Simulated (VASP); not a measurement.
# KTaO3 (Pm-3m) in VASP: settings compared, part 2 of 2

VASP 6.6.1. The steps go on from the part before.

### Step 3. Band structure, LDA

INCAR reads:

```
PREC = Accurate
ENCUT = 520
EDIFF = 1E-7
ISMEAR = 0
SIGMA = 0.03
LREAL = False
LASPH = True
NELM = 80
ALGO = Fast
ISIF = 2
LWAVE = False
LCHARG = False
LMAXMIX = 4
GGA = CA
NBANDS = 27
KPAR = 2
```

KPOINTS reads:

```
Automatic mesh
0
Gamma
  8 8 8
```

POSCAR reads:

```
KTaO3                                   
1.0
    3.9890690789      0.0000000000      0.0000000000
    0.0000000000      3.9890690789      0.0000000000
    0.0000000000      0.0000000000      3.9890690789
  K               Ta              O             
     1     1     3
Direct
     0.5000000000000000    0.5000000000000000    0.5000000000000000
     0.0000000000000000    0.0000000000000000    0.0000000000000000
     0.5000000000000000    0.0000000000000000    0.0000000000000000
     0.0000000000000000    0.5000000000000000    0.0000000000000000
     0.0000000000000000    0.0000000000000000    0.5000000000000000
```

KPOINTS_OPT is that of step 2.

Potentials or basis: VASP PAW LDA potentials, release 64 (K_sv, Ta_pv, O).

Command:

```
$ cat potpaw_LDA.64/K_sv/POTCAR potpaw_LDA.64/Ta_pv/POTCAR potpaw_LDA.64/O/POTCAR > POTCAR
$ mpirun -np 2 vasp_std > vasp.out
```

OUTCAR:

```text
PREC = Accurate
   ENCUT = 520
   EDIFF = 1E-7
   ISMEAR = 0
   LREAL = False
   LASPH = True
   NELM = 80
   ISIF = 2
   GGA = CA

 ion  position               nearest neighbor table
   1  0.500  0.500  0.500-   3 2.82   4 2.82   5 2.82   3 2.82   4 2.82   3 2.82   5 2.82   3 2.82
                             4 2.82   5 2.82   4 2.82   5 2.82   2 3.45   2 3.45   2 3.45   2 3.45
   2  0.000  0.000  0.000-   3 1.99   4 1.99   5 1.99   5 1.99   4 1.99   3 1.99   1 3.45   1 3.45
                             1 3.45   1 3.45   1 3.45   1 3.45   1 3.45   1 3.45
   3  0.500  0.000  0.000-   2 1.99   2 1.99   1 2.82   1 2.82   1 2.82   1 2.82
   4  0.000  0.500  0.000-   2 1.99   2 1.99   1 2.82   1 2.82   1 2.82   1 2.82
[... 929 lines left out ...]
  Total       -1.8044393     -1.8044393     -1.8044393      0.0000000      0.0000000     -0.0000000
  in kB      -45.5447372    -45.5447372    -45.5447372      0.0000000      0.0000000     -0.0000000
  external PRESSURE =     -45.5447372 kB  Pullay stress =       0.0000000 kB

 VOLUME and BASIS-vectors are now :
 -----------------------------------------------------------------------------
  energy-cutoff  :      520.00
  volume of cell :       63.48
      direct lattice vectors                 reciprocal lattice vectors
     3.989069079  0.000000000  0.000000000     0.250685055  0.000000000  0.000000000
     0.000000000  3.989069079  0.000000000     0.000000000  0.250685055  0.000000000
     0.000000000  0.000000000  3.989069079     0.000000000  0.000000000  0.250685055

 POSITION                                       TOTAL-FORCE (eV/Angst)
 -----------------------------------------------------------------------------------
      1.99453      1.99453      1.99453         0.000000      0.000000      0.000000
      0.00000      0.00000      0.00000         0.000000      0.000000      0.000000
      1.99453      0.00000      0.00000         0.000000      0.000000      0.000000
      0.00000      1.99453      0.00000         0.000000      0.000000      0.000000
      0.00000      0.00000      1.99453         0.000000      0.000000      0.000000
 -----------------------------------------------------------------------------------
    total drift:                                0.000000     -0.000000      0.000000

  FREE ENERGIE OF THE ION-ELECTRON SYSTEM (eV)
  ---------------------------------------------------
  free  energy   TOTEN  =       -45.0406344247 eV

  energy  without entropy=      -45.0406344247  energy(sigma->0) =      -45.04063442
```

OSZICAR:

```text
N       E                     dE             d eps       ncg     rms          rms(c)
DAV:   1     0.321036492185E+03    0.32104E+03   -0.20486E+04  1890   0.141E+03
DAV:   2    -0.332569792429E+02   -0.35429E+03   -0.34157E+03  2186   0.412E+02
DAV:   3    -0.527220939210E+02   -0.19465E+02   -0.19368E+02  2670   0.934E+01
DAV:   4    -0.533568855758E+02   -0.63479E+00   -0.63348E+00  3121   0.115E+01
DAV:   5    -0.533603512383E+02   -0.34657E-02   -0.34652E-02  2537   0.844E-01    0.357E+01
RMM:   6    -0.452771790462E+02    0.80832E+01   -0.27896E+01  2184   0.252E+01    0.151E+01
RMM:   7    -0.451134039781E+02    0.16378E+00   -0.21190E+00  2358   0.714E+00    0.852E+00
RMM:   8    -0.450430423639E+02    0.70362E-01   -0.66329E-01  2360   0.471E+00    0.113E+00
RMM:   9    -0.450417432836E+02    0.12991E-02   -0.10816E-01  2638   0.154E+00    0.465E-01
RMM:  10    -0.450409416938E+02    0.80159E-03   -0.21328E-02  2857   0.675E-01    0.328E-01
[... 53 further cycles ...]
DAV:  10    -0.144245508547E+05   -0.83637E-08     1731
       N       E                     dE             ncg
DAV:   1     0.243145342912E+05   -0.18369E+05      972
DAV:   2     0.180978824683E+05   -0.62167E+04     1116
DAV:   3     0.177412257455E+05   -0.35666E+03     1419
DAV:   4     0.177275231255E+05   -0.13703E+02     1560
DAV:   5     0.177274091137E+05   -0.11401E+00     1326
DAV:   6     0.177274056919E+05   -0.34218E-02     1328
DAV:   7     0.177274056320E+05   -0.59877E-04     1371
DAV:   8     0.177274056300E+05   -0.20337E-05     1248
DAV:   9     0.177274056299E+05   -0.82870E-07     1009
```

stdout:

```text
POSCAR found type information on POSCAR K TaO
 POSCAR found :  3 types and       5 ions
 scaLAPACK will be used
 LDA part: xc-table for (Slater(with rela. corr.)+CA(PZ))
 , standard interpolation
 POSCAR, INCAR and KPOINTS ok, starting setup
 FFT: planning ... GRIDC
 FFT: planning ... GRID_SOFT
 FFT: planning ... GRID
 WAVECAR not read
 entering main loop
WARNING in EDDRMM: call to ZHEGV failed, returncode =   6  3     17
WARNING in EDDRMM: call to ZHEGV failed, returncode =   6  3     18
WARNING in EDDRMM: call to ZHEGV failed, returncode =   6  3     16
WARNING in EDDRMM: call to ZHEGV failed, returncode =   6  3     17
 num prob  num prob  num prob RMM:  25    -0.450406342134E+02   -0.19125E-06   -0.13616E-06  1633   0.348E-03    0.562E-04
 num prob  num prob RMM:  26    -0.450406343417E+02   -0.12825E-06   -0.90301E-07  1486   0.281E-03    0.448E-04
 num prob  num prob RMM:  27    -0.450406344247E+02   -0.83024E-07   -0.59117E-07  1389   0.233E-03
 Start KPOINTS_OPT (optional k-point list driver)
k-point batch [1-35\158]
k-point batch [36-70\158]
k-point batch [71-105\158]
k-point batch [106-140\158]
k-point batch [141-158\158]
```

Run time: 61 s. Hardware: 2 MPI ranks of Intel Xeon Platinum 8559C (Emerald Rapids), shared host; peak memory 0.21 GiB.

Results:

- Free energy: -45.0406 eV
- Pressure: -4.6 GPa
- Band gap on the k mesh: 2.02 eV, indirect (least direct gap 2.65 eV)
- Band gap along the path: 2.02 eV, indirect (least direct gap 2.65 eV)

Levels at the corners of the path, in eV from the valence-band top:
| point | band 15 | band 16 | band 17 | band 18 | band 19 | band 20 | band 21 | band 22 | band 23 | band 24 |
| --- | --- | --- | --- | --- | --- | --- | --- | --- | --- | --- |
| Γ | -1.08 | -1.08 | -0.63 | -0.63 | -0.63 | 2.02 | 2.02 | 2.02 | 6.37 | 6.75 |
| X | -2.34 | -2.19 | -1.56 | -0.86 | -0.86 | 2.18 | 4.93 | 4.93 | 6.79 | 8.40 |
| X | -2.34 | -2.19 | -1.56 | -0.86 | -0.86 | 2.18 | 4.93 | 4.93 | 6.79 | 8.40 |
| M | -2.90 | -1.65 | -1.45 | -1.45 | -0.04 | 4.97 | 4.97 | 6.25 | 7.65 | 9.93 |
| M | -2.90 | -1.65 | -1.45 | -1.45 | -0.04 | 4.97 | 4.97 | 6.25 | 7.65 | 9.93 |
| Γ | -1.08 | -1.08 | -0.63 | -0.63 | -0.63 | 2.02 | 2.02 | 2.02 | 6.37 | 6.75 |
| Γ | -1.08 | -1.08 | -0.63 | -0.63 | -0.63 | 2.02 | 2.02 | 2.02 | 6.37 | 6.75 |
| R | -3.95 | -3.95 | 0.00 | 0.00 | 0.00 | 6.39 | 6.39 | 6.39 | 8.72 | 8.72 |
| R | -3.95 | -3.95 | 0.00 | 0.00 | 0.00 | 6.39 | 6.39 | 6.39 | 8.72 | 8.72 |
| X | -2.34 | -2.19 | -1.56 | -0.86 | -0.86 | 2.18 | 4.93 | 4.93 | 6.79 | 8.40 |
| M | -2.90 | -1.65 | -1.45 | -1.45 | -0.04 | 4.97 | 4.97 | 6.25 | 7.65 | 9.93 |
| R | -3.95 | -3.95 | 0.00 | 0.00 | 0.00 | 6.39 | 6.39 | 6.39 | 8.72 | 8.72 |

Caveat: spin-orbit coupling is left out, which moves the levels of the heavy elements.

### Step 4. Band structure, r2SCAN

Edit INCAR of step 3 so:

```diff
@@ -8,3 +8,3 @@
 NELM = 80
-ALGO = Fast
+ALGO = Normal
 ISIF = 2
@@ -13,3 +13,4 @@
 LMAXMIX = 4
-GGA = CA
+METAGGA = R2SCAN
+LMIXTAU = True
 NBANDS = 27
```

KPOINTS is that of step 3.

POSCAR is that of step 3.

KPOINTS_OPT is that of step 3.

Potentials or basis: VASP PAW PBE potentials, release 64 (K_sv, Ta_pv, O).

Command:

```
$ cat potpaw_PBE.64/K_sv/POTCAR potpaw_PBE.64/Ta_pv/POTCAR potpaw_PBE.64/O/POTCAR > POTCAR
$ mpirun -np 2 vasp_std > vasp.out
```

OUTCAR:

```text
PREC = Accurate
   ENCUT = 520
   EDIFF = 1E-7
   ISMEAR = 0
   LREAL = False
   LASPH = True
   NELM = 80
   ISIF = 2
   METAGGA = R2SCAN

 ion  position               nearest neighbor table
   1  0.500  0.500  0.500-   3 2.82   4 2.82   5 2.82   3 2.82   4 2.82   3 2.82   5 2.82   3 2.82
                             4 2.82   5 2.82   4 2.82   5 2.82   2 3.45   2 3.45   2 3.45   2 3.45
   2  0.000  0.000  0.000-   3 1.99   4 1.99   5 1.99   5 1.99   4 1.99   3 1.99   1 3.45   1 3.45
                             1 3.45   1 3.45   1 3.45   1 3.45   1 3.45   1 3.45
   3  0.500  0.000  0.000-   2 1.99   2 1.99   1 2.82   1 2.82   1 2.82   1 2.82
   4  0.000  0.500  0.000-   2 1.99   2 1.99   1 2.82   1 2.82   1 2.82   1 2.82
[... 927 lines left out ...]
  -------------------------------------------------------------------------------------
  Total        0.4324916      0.4324916      0.4324916     -0.0000000      0.0000000     -0.0000000
  in kB       10.9162518     10.9162518     10.9162518     -0.0000000      0.0000000     -0.0000000
  external PRESSURE =      10.9162518 kB  Pullay stress =       0.0000000 kB

 VOLUME and BASIS-vectors are now :
 -----------------------------------------------------------------------------
  energy-cutoff  :      520.00
  volume of cell :       63.48
      direct lattice vectors                 reciprocal lattice vectors
     3.989069079  0.000000000  0.000000000     0.250685055  0.000000000  0.000000000
     0.000000000  3.989069079  0.000000000     0.000000000  0.250685055  0.000000000
     0.000000000  0.000000000  3.989069079     0.000000000  0.000000000  0.250685055

 POSITION                                       TOTAL-FORCE (eV/Angst)
 -----------------------------------------------------------------------------------
      1.99453      1.99453      1.99453         0.000000      0.000000      0.000000
      0.00000      0.00000      0.00000         0.000000      0.000000      0.000000
      1.99453      0.00000      0.00000         0.000000      0.000000      0.000000
      0.00000      1.99453      0.00000         0.000000      0.000000      0.000000
      0.00000      0.00000      1.99453         0.000000      0.000000      0.000000
 -----------------------------------------------------------------------------------
    total drift:                                0.000000     -0.000000      0.000000

  FREE ENERGIE OF THE ION-ELECTRON SYSTEM (eV)
  ---------------------------------------------------
  free  energy   TOTEN  =       -87.1629605827 eV

  energy  without entropy=      -87.1629605827  energy(sigma->0) =      -87.16296058
```

Wall time 3 min (2 MPI ranks of Intel Xeon Platinum 8559C (Emerald Rapids), shared host); peak memory 0.21 GiB.

Results:

* Free energy: -87.1630 eV
* Pressure: 1.1 GPa
* Band gap on the k mesh: 2.60 eV, indirect (least direct gap 3.25 eV)
* Band gap along the path: 2.60 eV, indirect (least direct gap 3.25 eV)

Levels at the corners of the path, in eV from the valence-band top:
```csv
point,band 16,band 17,band 18,band 19,band 20,band 21,band 22,band 23
Γ,-1.09,-0.65,-0.65,-0.65,2.60,2.60,2.60,7.06
X,-2.15,-1.54,-0.89,-0.89,2.75,5.43,5.43,7.09
X,-2.15,-1.54,-0.89,-0.89,2.75,5.43,5.43,7.09
M,-1.74,-1.47,-1.47,-0.04,5.47,5.47,6.78,8.10
M,-1.74,-1.47,-1.47,-0.04,5.47,5.47,6.78,8.10
Γ,-1.09,-0.65,-0.65,-0.65,2.60,2.60,2.60,7.06
Γ,-1.09,-0.65,-0.65,-0.65,2.60,2.60,2.60,7.06
R,-3.96,0.00,0.00,0.00,6.91,6.91,6.91,9.67
R,-3.96,0.00,0.00,0.00,6.91,6.91,6.91,9.67
X,-2.15,-1.54,-0.89,-0.89,2.75,5.43,5.43,7.09
M,-1.74,-1.47,-1.47,-0.04,5.47,5.47,6.78,8.10
R,-3.96,0.00,0.00,0.00,6.91,6.91,6.91,9.67
```

Caveat: the PAW data sets were made with another functional, which shifts forces and pressure a little; spin-orbit coupling is left out, which moves the levels of the heavy elements. r2SCAN opens gaps a little over a GGA but as a rule still falls short of measured ones.

### Step 5. Summary

```tsv
level	potentials or basis	gap on the mesh (eV)	pressure (GPa)
PBE	VASP PAW PBE potentials, release 64 (K_sv, Ta_pv, O)	2.17	6.0
LDA	VASP PAW LDA potentials, release 64 (K_sv, Ta_pv, O)	2.02	-4.6
r2SCAN	VASP PAW PBE potentials, release 64 (K_sv, Ta_pv, O)	2.60	1.1
```

Alike in all rows: task band structure; no spin polarisation; cell as given; k mesh 8 × 8 × 8; cutoff (eV) 520; smearing gaussian 0.03 eV.

Caveats: spin-orbit coupling is left out, which moves the levels of the heavy elements; the PAW data sets were made with another functional, which shifts forces and pressure a little (some runs).

Total energies depend on the potentials used, so only differences within one code and one set of settings carry meaning.
